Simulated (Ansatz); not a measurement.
CoPdO2, 4 atoms in the cell. It takes space group R-3m (No. 166, trigonal). The conventional cell has a = 2.863 Å, b = 2.863 Å, c = 17.873 Å, α = 90.00°, β = 90.00°, γ = 120.00°. Pd (site symmetry -3m) is surrounded by 2 O at 2.01 Å. Around Co (site symmetry -3m) lie 6 O at 1.92 Å. O (site symmetry 3m) has 3 Co at 1.92 Å and 1 Pd at 2.01 Å as nearest neighbours. The cell is a database's computed one.

```yaml
Program: Ansatz 0.2.0
Task: single point
Functional: PBE
Potentials_or_basis: Ansatz PAW
Cutoff: "420 eV (not typed: the program's choice for these potentials)"
k_mesh: 11 × 11 × 11
Occupations: gaussian, width 0.014 eV
Spin: collinear spin, ferromagnetic start
Starting_moments: "[0.0, 2.0, 0.0, 0.0] μB"
```

Potentials or basis: Ansatz PAW.

Launch:

```console
$ ansatz run input.yaml --threads 2 --pin off --max-ram 5632MiB --backend cpu --events-out ev --progress --plain --runs-dir out
```

Hardware: 2 threads of Intel(R) Xeon(R) Processor @ 2.50GHz (Skylake/Cascade Lake), with other jobs on the host.

Question: Estimate the wall time of this run.

Answer: Wall time 28 s on 2 threads of Intel(R) Xeon(R) Processor @ 2.50GHz (Skylake/Cascade Lake) (shared host), peak memory 0.57 GiB. Counts: scf iterations 14, plane waves 829, k points 146, bands 30.
